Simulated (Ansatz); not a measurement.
# Electrons against holes in AlP, calculated with Ansatz

Space group F-43m (No. 216), 2 atoms in the cell of the first input below: a = 3.854 Å, b = 3.854 Å, c = 3.854 Å, α = 60.00°, β = 60.00°, γ = 60.00°.

The structure is a measured one, not always of the ambient phase, taken without relaxation (pressure 1.4 GPa with this functional, without spin–orbit coupling). Functional: r2SCAN.

Spin–orbit coupling is left out. Kohn–Sham gap between the band edges found on a fine mesh: 1.90 eV.

Levels at points 0.012 Å⁻¹ about the band edges give the masses:

```yaml
crystal:
  lattice:
    - [0.0, 2.7254991651, 2.7254991651]
    - [2.7254991651, 0.0, 2.7254991651]
    - [2.7254991651, 2.7254991651, 0.0]
  atoms:
    - { symbol: Al, position: [0.0, 0.0, 0.0] }
    - { symbol: P, position: [0.75, 0.75, 0.75] }
basis:
  ecutwfc: 500
  ecutrho_ratio: 4
kpoints:
  mp_grid: { grid: [10, 10, 10] }
hamiltonian:
  xc: r2scan
scf:
  occupations: { method: gaussian, width: 0.05 }
output:
  forces: true
  stress: true
  eigenvalues: true
  eigenstates:
    kpoints:
      - [0.0, 0.0, 0.0]
      - [0.0, 0.00520532, 0.00520532]
      - [0.0, -0.00520532, -0.00520532]
      - [0.00520532, 0.0, 0.00520532]
      - [-0.00520532, 0.0, -0.00520532]
      - [0.00520532, 0.00520532, 0.0]
      - [-0.00520532, -0.00520532, 0.0]
      - [0.003680717, 0.003680717, 0.007361434]
      - [-0.003680717, -0.003680717, -0.007361434]
      - [0.003680717, 0.007361434, 0.003680717]
      - [-0.003680717, -0.007361434, -0.003680717]
      - [0.007361434, 0.003680717, 0.003680717]
      - [-0.007361434, -0.003680717, -0.003680717]
      - [0.006010586, 0.006010586, 0.006010586]
      - [-0.006010586, -0.006010586, -0.006010586]
      - [0.0, -0.5, -0.5]
      - [0.0, -0.49479468, -0.49479468]
      - [0.0, -0.50520532, -0.50520532]
      - [0.00520532, -0.5, -0.49479468]
      - [-0.00520532, -0.5, -0.50520532]
      - [0.00520532, -0.49479468, -0.5]
      - [-0.00520532, -0.50520532, -0.5]
      - [0.003680717, -0.496319283, -0.492638566]
      - [-0.003680717, -0.503680717, -0.507361434]
      - [0.003680717, -0.492638566, -0.496319283]
      - [-0.003680717, -0.507361434, -0.503680717]
      - [0.007361434, -0.496319283, -0.496319283]
      - [-0.007361434, -0.503680717, -0.503680717]
      - [0.006010586, -0.493989414, -0.493989414]
      - [-0.006010586, -0.506010586, -0.506010586]
    de_dk: true
    e_range: [-1.549753765623, 1.549753765601]
```

```bash
ansatz run input.yaml --threads 4 --pin off --max-ram 9216MiB --backend cpu --events-out ev --progress --plain --runs-dir out
```

Time: 0.91 s on 4 threads of AMD EPYC 9R45 96-Core Processor (Zen 5), on a shared host, peak memory 0.49 GiB.

Edges at k = (0.000, 0.000, 0.000) and (0.000, -0.500, -0.500); masses in electron masses along fixed Cartesian directions (which need not be the axes of a valley), negative for hole-like bands, for at most the three nearest levels of the same spin at these k-points, within 0.3 eV:

```
      edge  band  from the edge (meV)  degeneracy       x       y       z     111
   valence     1                    0           3  -0.537  -0.537  -0.537  -1.377
   valence     2                    0           3  -0.537  -0.537  -0.537  -1.377
   valence     3                    0           3  -0.220  -0.220  -0.220  -0.147
conduction     1                    0           1   0.747   0.247   0.247   0.318
```

These curvatures agree with the slopes at the same points. They hold at the edge alone, and further out the bands need not be parabolic. Degenerate bands can be warped: each is named by its order in energy along a direction and has no mass tensor of its own.

The states of the whole zone with their velocity products:

```yaml
crystal:
  lattice:
    - [0.0, 2.7254991651, 2.7254991651]
    - [2.7254991651, 0.0, 2.7254991651]
    - [2.7254991651, 2.7254991651, 0.0]
  atoms:
    - { symbol: Al, position: [0.0, 0.0, 0.0] }
    - { symbol: P, position: [0.75, 0.75, 0.75] }
basis:
  ecutwfc: 500
  ecutrho_ratio: 4
kpoints:
  mp_grid: { grid: [10, 10, 10] }
hamiltonian:
  xc: r2scan
scf:
  occupations: { method: gaussian, width: 0.05 }
output:
  forces: true
  stress: true
  eigenvalues: true
  states_by_energy: { minimum_broadening: 0.025 }
```

```bash
ansatz run input.yaml --threads 4 --pin off --max-ram 9216MiB --backend cpu --events-out ev --progress --plain --runs-dir out
```

Time: 18 s on 4 threads of AMD EPYC 9R45 96-Core Processor (Zen 5) (shared host), peak memory 0.78 GiB.

From that table, at a constant relaxation time τ with Fermi–Dirac weights and rigid bands:

| T (K) | doping (cm⁻³) | μ − E_F (eV) | σ_xx/τ (10²⁰/Ω m s) | S_xx (μV/K) | Lorenz (10⁻⁸ V²/K²) | ħω_p,xx (eV) |
| --- | --- | --- | --- | --- | --- | --- |
| 300 | n 1e19 | 0.942 | 0.00837 | -262 | 1.88 | 0.202 |
| 300 | p 1e19 | -0.893 | 0.00466 | 403 | 1.78 | 0.151 |
| 300 | n 1e20 | 1.045 | 0.0801 | -99 | 2.14 | 0.626 |
| 300 | p 1e20 | -0.961 | 0.0462 | 211 | 1.86 | 0.476 |
| 300 | n 1e21 | 1.363 | 0.652 | -28 | 2.43 | 1.787 |
| 300 | p 1e21 | -1.101 | 0.436 | 64 | 2.25 | 1.461 |
| 600 | n 1e19 | 0.871 | 0.00796 | -352 | 1.86 | 0.197 |
| 600 | p 1e19 | -0.782 | 0.00448 | 488 | 1.77 | 0.148 |
| 600 | n 1e20 | 1.021 | 0.0771 | -168 | 1.99 | 0.614 |
| 600 | p 1e20 | -0.907 | 0.0446 | 292 | 1.80 | 0.467 |
| 600 | n 1e21 | 1.356 | 0.649 | -55 | 2.38 | 1.782 |
| 600 | p 1e21 | -1.088 | 0.428 | 117 | 2.05 | 1.448 |
| 900 | n 1e19 | 0.779 | 0.00758 | -408 | 1.89 | 0.193 |
| 900 | p 1e19 | -0.651 | 0.00434 | 539 | 1.78 | 0.146 |
| 900 | n 1e20 | 0.982 | 0.0741 | -218 | 1.98 | 0.602 |
| 900 | p 1e20 | -0.835 | 0.0433 | 342 | 1.80 | 0.460 |
| 900 | n 1e21 | 1.343 | 0.644 | -82 | 2.32 | 1.775 |
| 900 | p 1e21 | -1.065 | 0.419 | 158 | 1.98 | 1.433 |

Q: Which of the dopings listed at 300 K has the largest power factor S²σ/τ along x?

A: n 1e19: 0.58, p 1e19: 0.76, n 1e20: 0.78, p 1e20: 2.1, n 1e21: 0.49, p 1e21: 1.8 (10¹¹ W/m K² s), so p 1e20 cm⁻³, if τ is the same for all.

Caveats: melting, decomposition and changes of phase at these temperatures weren't checked; no scattering is computed, and the gap isn't corrected.

At every listed temperature and carrier density, electrons give the larger σ/τ and holes the larger thermopower magnitude. The conduction minimum at X is an ellipsoid, heavy along its axis (0.747) and light across it (0.247), and averaging over the equivalent valleys keeps the transport mass low. The valence top, mainly P 3p, combines one light band with two heavy, strongly warped ones. Their large density of states keeps the Fermi level from moving as far towards and into the band at a given density, which raises the thermopower. At 300 K its square outweighs the lower hole conductivity, so p-type doping leads at each listed density.

The gap of 1.90 eV lies below experiment, probably because a semilocal Kohn–Sham gap lacks the derivative discontinuity. Spin–orbit coupling would split the threefold valence edge and alter the hole masses there, though only modestly in energy for such light atoms. The same dense hole states also offer more final states for scattering, which could narrow or reverse the p-type advantage.
